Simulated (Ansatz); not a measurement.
Phonons of FeCo (Pm-3m)

```
CELL_PARAMETERS angstrom
2.76450 0.00000 0.00000
0.00000 2.76450 0.00000
0.00000 0.00000 2.76450
ATOMIC_POSITIONS crystal
Fe 0.50000 0.50000 0.50000
Co 0.00000 0.00000 0.00000
```

Starting moments along z (μB): Fe1 +2.6, Co2 +1.8.

Unless marked otherwise, the numbers come from LDA, all-electron LAPW in Ansatz 0.2.0, scalar-relativistic, spin-polarised. k mesh 14×14×14, Fermi-Dirac smearing of 0.050 eV, basis error target 1 meV/atom. The cell was relaxed by PAW under this functional, which moved its volume by -9 % from the database entry's.

Atoms are displaced by 0.01 Å in the smallest supercells that hold the wave vectors of a 2×2×2 mesh. Negative values stand for unstable modes.

(1) What are the phonon energies at the solved wave vectors, in meV?

(2) Is the structure dynamically stable at these wave vectors?

(3) How do the optical zone-centre modes decompose, and which are active?

(4) How well do frozen-core PAW files reproduce these all-electron values?

Answers

(1) 

```csv
q,point,modes (meV)
0.000 0.000 0.000,Gamma,30.30 (×3)
0.500 0.000 0.000,X,"25.46 (×2), 27.48 (×2), 30.53, 34.56"
0.500 0.500 0.000,M,"17.89 (×2), 23.18, 24.17, 40.15 (×2)"
0.500 0.500 0.500,R,"30.15 (×3), 30.95 (×3)"
```

(2) Yes, no mode is unstable there; wave vectors off this mesh aren't tested.

(3) Point group m-3m: Γ_opt = T1u.

```csv
label,meV,activity,mostly
T1u,30.30,IR,Fe (51 %)
```

In a metal the activity is that of symmetry alone; free carriers screen the infrared modes.

(4) With a cutoff of 420 eV and displacements of 0.0025 Å, the r.m.s. difference over the modes is 0.3 cm⁻¹; the largest difference is 243.6 (PAW) against 243.2 cm⁻¹ (LAPW).

Keep in mind: a lower magnetic state may exist; responses of metals move with mesh and smearing; the frozen-core PAW files of the compared runs were fitted under PBE, their cores solved anew for this functional.
